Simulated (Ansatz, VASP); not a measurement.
Au: VASP beside Ansatz

File INCAR:

```
PREC = Accurate
ENCUT = 520
EDIFF = 1E-7
ISMEAR = 0
SIGMA = 0.15
LREAL = F
LASPH = T
NELM = 60
ALGO = Fast
ISIF = 2
LWAVE = F
LCHARG = T
GGA = PS
LELF = T
LVHAR = T
NBANDS = 12
```

The input KPOINTS:

```
Automatic mesh
0
Gamma
  20 20 20
```

Contents of POSCAR:

```
Au
1.0
   -1.5246874800      1.5246874800      1.7235597600
    1.5246874800     -1.5246874800      1.7235597600
    1.5246874800      1.5246874800     -1.7235597600
Au
1
Direct
    0.0000000000      0.0000000000      0.0000000000
```

Input for Ansatz:

```yaml
crystal:
  lattice:
    - [-1.52468748, 1.52468748, 1.72355976]
    - [1.52468748, -1.52468748, 1.72355976]
    - [1.52468748, 1.52468748, -1.72355976]
  atoms:
    - { symbol: Au, position: [0.0, 0.0, 0.0] }
basis:
  ecutwfc: 420
kpoints:
  mp_grid: { grid: [20, 20, 20] }
hamiltonian:
  xc: pbesol
scf:
  occupations: { method: gaussian, width: 0.15 }
output:
  forces: true
  stress: true
  eigenvalues: true
```

Change from the starting cell: strain -0.080 along x and y, +0.040 along z, atoms carried along.

Alike in both runs: task single point; functional PBEsol; k mesh 20 × 20 × 20; occupations gaussian, width 0.15 eV; no spin polarisation.

|  | VASP | Ansatz |
| --- | --- | --- |
| version | VASP 6.6.1 | Ansatz 0.2.0 |
| potentials or method | VASP PAW PBE potentials, release 64 (Au) | scalar-relativistic, plane waves, PAW |
| plane-wave cutoff (eV) | 520 | 420 |
| valence electrons in the cell | 11 | 19 |

Ansatz gave:

| Item | Value |
| --- | --- |
| gap on the k mesh at the Fermi level (eV) | none |
| pressure (GPa) | 12.8 |
| largest component of the traceless stress (GPa) | 0.58 |

Q: What did VASP give for the same quantities?

A: gap on the k mesh at the Fermi level (eV): none; pressure (GPa): 12.4; largest component of the traceless stress (GPa): 0.59.

A gap of «none» marks a metal or a gap that the smearing closes. With one functional, cell and mesh, what is left measures potentials, basis and numerics. The two sets of potentials don't hold the same shells in valence.

Caveats: the PAW data sets were made with another functional, which shifts forces and pressure a little (VASP). Spin-orbit coupling is left out, which matters for the levels of Au.
